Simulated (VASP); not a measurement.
# MgO (P-6m2) in VASP: a series of runs

The runs below take MgO through single point, with PBE.

Everything below comes from runs of VASP 6.6.1. Logs are shortened: lines on timing, memory, paths and dates and some standing lists are left out, and cuts for length are marked.

## (1) The crystal as given

It takes space group P-6m2 (No. 187, hexagonal). Conventional cell: a = 2.938 Å, b = 2.938 Å, c = 2.680 Å, α = 90.00°, β = 90.00°, γ = 120.00°. Mg (site symmetry -6m2) is surrounded by 6 O at 2.16 Å. O (site symmetry -6m2) is surrounded by 6 Mg at 2.16 Å.

Measurements of this composition are mostly on another form, of space group No. 225.

## (2) Single point, PBE

The input, INCAR:

```
ADDGRID = False
ALGO = Normal
EDIFF = 1E-8
ENCUT = 1400
GGA = PE
ISIF = 2
ISMEAR = 0
LASPH = True
LCHARG = False
LREAL = False
LWAVE = False
NELM = 100
PREC = Accurate
SIGMA = 0.05
```

The input, KPOINTS:

```
k-points
0
Gamma
  13 13 12
```

The input, POSCAR:

```
MgO
1.0
    2.9380209034      0.0000000000      0.0000000000
   -1.4690104517      2.5444007392      0.0000000000
    0.0000000000      0.0000000000      2.6796800000
Mg O
1 1
Direct
   -0.0050010000     -0.0013850000      0.0023980000
    0.2972290000      0.6917140000      0.5132270000
```

Potentials or basis: VASP PAW PBE potentials, release 64 (Mg, O_h).

Started as:

```console
> cat potpaw_PBE.64/Mg/POTCAR potpaw_PBE.64/O_h/POTCAR > POTCAR
> mpirun -np 1 vasp_std > vasp.out
```

OUTCAR:

```text
EDIFF = 1E-8
   ENCUT = 1400
   GGA = PE
   ISIF = 2
   ISMEAR = 0
   LASPH = True
   LREAL = False
   NELM = 100
   PREC = Accurate

 ion  position               nearest neighbor table
   1  0.995  0.999  0.002-   2 2.03   2 2.07   2 2.20   2 2.21   2 2.24   2 2.25
   2  0.297  0.692  0.513-   1 2.03   1 2.07   1 2.20   1 2.21   1 2.24   1 2.25

  LATTYP: Found a hexagonal cell.
 ALAT       =     2.9380209034
 C/A-ratio  =     0.9120697531

  Lattice vectors:

 A1 = (   2.9380209034,   0.0000000000,   0.0000000000)
 A2 = (  -1.4690104517,   2.5444007392,   0.0000000000)
 A3 = (   0.0000000000,   0.0000000000,   2.6796800000)

Analysis of symmetry for initial positions (statically):
=====================================================================
 Subroutine PRICEL returns:
 Original cell was already a primitive cell.

 Routine SETGRP: Setting up the symmetry group for a
 hexagonal supercell.

 Subroutine GETGRP returns: Found  1 space group operations
 (whereof  1 operations were pure point group operations)
 out of a pool of 24 trial point group operations.

The static configuration has the point symmetry C_1 .

Analysis of symmetry for dynamics (positions and initial velocities):
=====================================================================
 Subroutine PRICEL returns:
 Original cell was already a primitive cell.

 Routine SETGRP: Setting up the symmetry group for a
 hexagonal supercell.

 Subroutine GETGRP returns: Found  1 space group operations
 (whereof  1 operations were pure point group operations)
 out of a pool of 24 trial point group operations.

The dynamic configuration has the point symmetry C_1 .

 Subroutine INISYM returns: Found  1 space group operations
 (whereof  1 operations are pure point group operations),
 and found     1 'primitive' translations

----------------------------------------------------------------------------------------

                                     Primitive cell

  volume of cell :      20.0320

  direct lattice vectors                    reciprocal lattice vectors
     2.938020903  0.000000000  0.000000000     0.340365175  0.196509926  0.000000000
    -1.469010452  2.544400739  0.000000000     0.000000000  0.393019851  0.000000000
     0.000000000  0.000000000  2.679680000     0.000000000  0.000000000  0.373178887

  length of vectors
     2.938020903  2.938020903  2.679680000     0.393019851  0.393019851  0.373178887

  position of ions in fractional coordinates (direct lattice)
     0.994999000  0.998615000  0.002398000
     0.297229000  0.691714000  0.513227000

  ion indices of the primitive-cell ions
   primitive index   ion index
                 1           1
                 2           2

----------------------------------------------------------------------------------------

 KPOINTS: k-points

Automatic generation of k-mesh.
 Grid dimensions read from file:
 generate k-points for:   13   13   12

 Generating k-lattice:

  Cartesian coordinates                     Fractional coordinates (reciprocal lattice)
     0.026181937  0.015116148  0.000000000     0.076923077 -0.000000000  0.000000000
     0.000000000  0.030232296  0.000000000     0.000000000  0.076923077  0.000000000
     0.000000000  0.000000000  0.031098241     0.000000000  0.000000000  0.083333333

  Length of vectors
     0.030232296  0.030232296  0.031098241

  Shift w.r.t. Gamma in fractional coordinates (k-lattice)
     0.000000000  0.000000000  0.000000000

 Subroutine IBZKPT returns following result:
 ===========================================

 Found   1015 irreducible k-points:

 Following reciprocal coordinates:
            Coordinates               Weight
  0.000000  0.000000  0.000000      1.000000
  0.076923 -0.000000  0.000000      2.000000
  0.000000  0.076923  0.000000      2.000000
 -0.076923  0.076923  0.000000      2.000000
  0.153846 -0.000000  0.000000      2.000000
  0.000000  0.153846  0.000000      2.000000
[... 16 lines left out ...]
  0.153846  0.076923  0.000000      2.000000
 -0.076923  0.230769  0.000000      2.000000
 [... further k-points ...]
   k-points           NKPTS =   1015   k-points in BZ     NKDIM =   1015   number of bands    NBANDS=      8
   number of dos      NEDOS =    301   number of ions     NIONS =      2
   total plane-waves  NPLWV =  46656
   dimension x,y,z NGX =    36 NGY =   36 NGZ =   36
   dimension x,y,z NGXF=    72 NGYF=   72 NGZF=   72
   ions per type =               1   1
   NGX,Y,Z   is equivalent  to a cutoff of  20.37, 20.37, 22.33 a.u.
   NGXF,Y,Z  is equivalent  to a cutoff of  40.74, 40.74, 44.67 a.u.
 SYSTEM =  unknown system
   PREC   = accura    normal or accurate (medium, high low for compatibility)
   ISTART =      0    job   : 0-new  1-cont  2-samecut
   ICHARG =      2    charge: 1-file 2-atom 10-const
   ISPIN  =      1    spin polarized calculation?
   LNONCOLLINEAR =      F non collinear calculations
   LSORBIT =      F    spin-orbit coupling
   LASPH  =      T    aspherical Exc in radial PAW
   ENCUT  = 1400.0 eV 102.90 Ry   10.14 a.u.   8.96  8.96  8.18*2*pi/ulx,y,z
   NELM   =    100;   NELMIN=  2; NELMDL= -5     # of ELM steps
   EDIFF  = 0.1E-07   stopping-criterion for ELM
   LREAL  =      F    real-space projection
   EDIFFG = 0.1E-06   stopping-criterion for IOM
   NSW    =      0    number of steps for IOM
   IBRION =     -1    ionic relax: 0-MD 1-quasi-New 2-CG
   NFREE  =      0    steps in history (QN), initial steepest desc. (CG)
   ISIF   =      2    stress and relaxation
   ISYM   =      2    0-nonsym 1-usesym 2-fastsym
   POTIM  = 0.5000    time-step for ionic-motion
   TEBEG  =    0.0;   TEEND  =   0.0 temperature during run
   PSTRESS=    0.0 pullay stress
   NELECT =       8.0000    total number of electrons
   NUPDOWN=      -1.0000    fix difference up-down
   EMIN   =  10.00;   EMAX   =-10.00  energy-range for DOS
   EFERMI =   0.00;   METHOD = LEGACY
   ISMEAR =     0;   SIGMA  =   0.05  broadening in eV -4-tet -1-fermi 0-gaus
   EFERMI_NEDOS =   21; number of points for ismear=-14 and -15
   IALGO  =     38    algorithm
   IMIX   =      4    mixing-type and parameters
     AMIX     =   0.40;   BMIX     =  1.00
     AMIX_MAG =   1.60;   BMIX_MAG =  1.00
  volume/ion in A,a.u.               =      10.02        67.59
  Fermi-wavevector in a.u.,A,eV,Ry     =   1.205583  2.278221 19.775115  1.453430
  Thomas-Fermi vector in A             =   2.341275
   LORBIT       =      0    0 simple, 1 ext, 2 COOP (PROOUT), +10 PAW based schemes
   GGA     = PE    functional components
   LHFCALC =     F    Hartree Fock is set to
   AEXX    =    0.0000 exact exchange contribution
   IVDW    =     0    specifies the selected vdW correction
   LEPSILON=     F    determine dielectric tensor
   LRPA    =     F    only Hartree local field effects (RPA)
 non-spin polarized calculation
 Gauss-broadening in eV      SIGMA  =   0.05
  energy-cutoff  :     1400.00
  volume of cell :       20.03
 maximum number of plane-waves:      2405
   NGX = 17   NGY = 17   NGZ = 17

 number of electron       8.0000000 magnetization

 Free energy of the ion-electron system (eV)
  ---------------------------------------------------
  ext. energy  EPLUGINS =         0.00000000
  ---------------------------------------------------
  free energy    TOTEN  =       -11.19333176 eV

  energy without entropy =      -11.19333176  energy(sigma->0) =      -11.19333176

 E-fermi :   4.0343     XC(G=0): -10.7313

 val. band max:        3.7354435066   @ k =   0.0000   0.0000   0.5000
 cond. band min:       6.6609765832   @ k =   0.0000   0.0000   0.0000
 fundamental gap:      2.9255330766
 Fermi energy:         4.0342750204

 k-point     1 :       0.0000    0.0000    0.0000
  band No.  band energies     occupation
      1     -13.7576      2.00000
      2       2.9929      2.00000
      3       3.1579      2.00000
      4       3.2554      2.00000
      5       6.6610      0.00000
      6      15.5629      0.00000
      7      19.0989      0.00000
      8      19.4483      0.00000

 k-point     2 :       0.0769   -0.0000    0.0000
  band No.  band energies     occupation
      1     -13.7060      2.00000
      2       2.6780      2.00000
      3       3.0015      2.00000
      4       3.2754      2.00000
      5       7.0734      0.00000
      6      15.5771      0.00000
      7      18.5401      0.00000
      8      19.5139      0.00000

 k-point     3 :       0.0000    0.0769    0.0000
  band No.  band energies     occupation
      1     -13.7060      2.00000
      2       2.6698      2.00000
      3       3.0109      2.00000
      4       3.2752      2.00000
      5       7.0714      0.00000
      6      15.5801      0.00000
      7      18.5099      0.00000
      8      19.5448      0.00000

 k-point     4 :      -0.0769    0.0769    0.0000
  band No.  band energies     occupation
      1     -13.7052      2.00000
      2       2.5864      2.00000
      3       3.1133      2.00000
      4       3.2729      2.00000
      5       7.0404      0.00000
      6      15.5970      0.00000
      7      18.4131      0.00000
      8      19.5990      0.00000

 k-point     5 :       0.1538   -0.0000    0.0000
  band No.  band energies     occupation
      1     -13.5595      2.00000
      2       1.7802      2.00000
      3       2.8678      2.00000
      4       3.3307      2.00000
      5       7.9468      0.00000
      6      15.4046      0.00000
      7      17.7392      0.00000
      8      19.8799      0.00000
[... 177 lines left out ...]
 k-point    22 :      -0.1538    0.0769    0.0000
  band No.  band energies     occupation
      1     -13.6053      2.00000
      2       1.9990      2.00000
      3       2.9711      2.00000
      4       3.3082      2.00000
      5       7.6511      0.00000
      6      15.5140      0.00000
      7      17.7967      0.00000
      8      19.8527      0.00000

 k-point    23 :       0.1538    0.0769    0.0000
  band No.  band energies     occupation
      1     -13.4262      2.00000
      2       1.2015      2.00000
      3       2.6575      2.00000
      4       3.3839      2.00000
      5       8.6201      0.00000
      6      15.1480      0.00000
      7      17.5923      0.00000
      8      19.7817      0.00000

 k-point    24 :      -0.0769    0.2308    0.0000
  band No.  band energies     occupation
      1     -13.4223      2.00000
      2       1.1418      2.00000
      3       2.7570      2.00000
      4       3.3732      2.00000
      5       8.5284      0.00000
      6      15.0311      0.00000
      7      17.4980      0.00000
      8      20.3744      0.00000

 [... further k-points ...]

------------------------ aborting loop because EDIFF is reached ----------------------------------------

  FORCE on cell =-STRESS in cart. coord.  units (eV):
  Direction    XX          YY          ZZ          XY          YZ          ZX
  --------------------------------------------------------------------------------------
  -------------------------------------------------------------------------------------
  Total        0.1072825      0.0180463      0.1672737     -0.0685255      0.0577411     -0.1047554
  in kB        8.5805699      1.4433597     13.3787291     -5.4807463      4.6181919     -8.3784505
  external PRESSURE =       7.8008862 kB  Pullay stress =       0.0000000 kB

 VOLUME and BASIS-vectors are now :
 -----------------------------------------------------------------------------
  energy-cutoff  :     1400.00
  volume of cell :       20.03
      direct lattice vectors                 reciprocal lattice vectors
     2.938020903  0.000000000  0.000000000     0.340365175  0.196509926  0.000000000
    -1.469010452  2.544400739  0.000000000     0.000000000  0.393019851  0.000000000
     0.000000000  0.000000000  2.679680000     0.000000000  0.000000000  0.373178887

 POSITION                                       TOTAL-FORCE (eV/Angst)
 -----------------------------------------------------------------------------------
      1.45635      2.54088      0.00643        -0.574012      0.318426      0.124978
     -0.14287      1.76000      1.37528         0.574012     -0.318426     -0.124978
 -----------------------------------------------------------------------------------
    total drift:                               -0.000028      0.000055      0.000030

  FREE ENERGIE OF THE ION-ELECTRON SYSTEM (eV)
  ---------------------------------------------------
  free  energy   TOTEN  =       -11.1933317635 eV

  energy  without entropy=      -11.1933317635  energy(sigma->0) =      -11.19333176
```

Wall time 14 min (1 thread of AMD EPYC 7R13 (Zen 3), shared host); peak memory 0.92 GiB.

What came out:

```
Free energy            : -11.1933 eV
Pressure               : 0.8 GPa
Largest force          : 0.668 eV/Å
Band gap on the k mesh : 2.93 eV, indirect (least direct gap 3.41 eV)
```

Forces on the atoms (eV/Å):
```
Mg  -0.574  0.318  0.125
O    0.574 -0.318 -0.125
```

Stress tensor (GPa, compression positive):
```
 0.86 -0.55 -0.84
-0.55  0.14  0.46
-0.84  0.46  1.34
```

Caveat: an odd mesh through Γ misses points on the zone boundary, where band edges often lie.

## (3) Single point, PBE

Edit INCAR of step 2 so:

```diff
@@ -2,4 +2,4 @@
 ALGO = Normal
-EDIFF = 1E-8
-ENCUT = 1400
+EDIFF = 1E-7
+ENCUT = 900
 GGA = PE
```

The input, KPOINTS:

```
k-points
0
Gamma
  9 9 9
```

The input, POSCAR:

```
MgO
1.0
    2.9380209034      0.0000000000      0.0000000000
   -1.4690104517      2.5444007392      0.0000000000
    0.0000000000      0.0000000000      2.6796800000
Mg O
1 1
Direct
    0.0000000000      0.0000000000      0.0000000000
    0.3333333333      0.6666666667      0.5000000000
```

Potentials or basis: VASP PAW PBE potentials, release 64 (Mg, O_h).

Started as:

```console
> cat potpaw_PBE.64/Mg/POTCAR potpaw_PBE.64/O_h/POTCAR > POTCAR
> mpirun -np 1 vasp_std > vasp.out
```

It took 54 s on 1 thread of AMD EPYC 7R13 (Zen 3), shared host; peak memory 0.15 GiB.

These settings aren't checked as converged: the numbers below hold their error.

What came out:

```
Free energy            : -11.2378 eV
Pressure               : -1.1 GPa
Band gap on the k mesh : 3.00 eV, indirect (least direct gap 3.40 eV)
```

Caveat: the cutoff is under 1.25 times the usual one of these potentials, so pressure, stress and relaxed cells hold a basis-set (Pulay) error; an odd mesh through Γ misses points on the zone boundary, where band edges often lie.
